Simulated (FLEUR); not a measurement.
## CdTe under changes of volume

One of the cells (32.922 Å³/atom); the others are scaled copies at fixed shape and fractional positions:

```
Te Cd
1.0
     0.00000    3.20500    3.20500
     3.20500    0.00000    3.20500
     3.20500    3.20500    0.00000
Te Cd
1 1
Direct
  0.75000 0.75000 0.75000
  0.00000 0.00000 0.00000
```

* Program: FLEUR MaX-R8.1 (patched build s14)
* Functional: PW91
* Potentials or basis: all-electron
* Basis: FLAPW
* Kmax: 3.8 1/bohr
* k mesh: 7 × 7 × 7
* Occupations: fermi-dirac, width 0.05 eV
* Spin: no spin polarisation

```tsv
volume (Å³/atom)	energy over the lowest point (meV/atom)	gap on the mesh (eV)
30.947	?	?
31.605	73.52	0.95
32.922	30.79	0.82
34.239	6.25	0.71
34.897	0.00	0.65
```

What does the run at 30.947 Å³/atom give?

Energy over the lowest point 102.11 meV/atom; gap on the mesh 1.02 eV.

Worked out: A Birch-Murnaghan fit of order 2 (a polynomial in V^(-2/3)) to the other rows has its minimum at 35.83 Å³/atom, just outside them, with B0 = V·E''(V) = 40 GPa. It gives 102.94 meV/atom at 30.947 Å³/atom, against the run's 102.11. A straight line through the other rows of the gap, of slope -3 eV per unit of ln V (its deformation potential), extrapolates to 1.01 eV, against the run's 1.02.

Energies are extrapolated to zero smearing.

Caveats: the plane-wave cutoff is short for the semicore states, which can make moduli rough; spin-orbit coupling is left out, which moves the levels of the heavy elements.
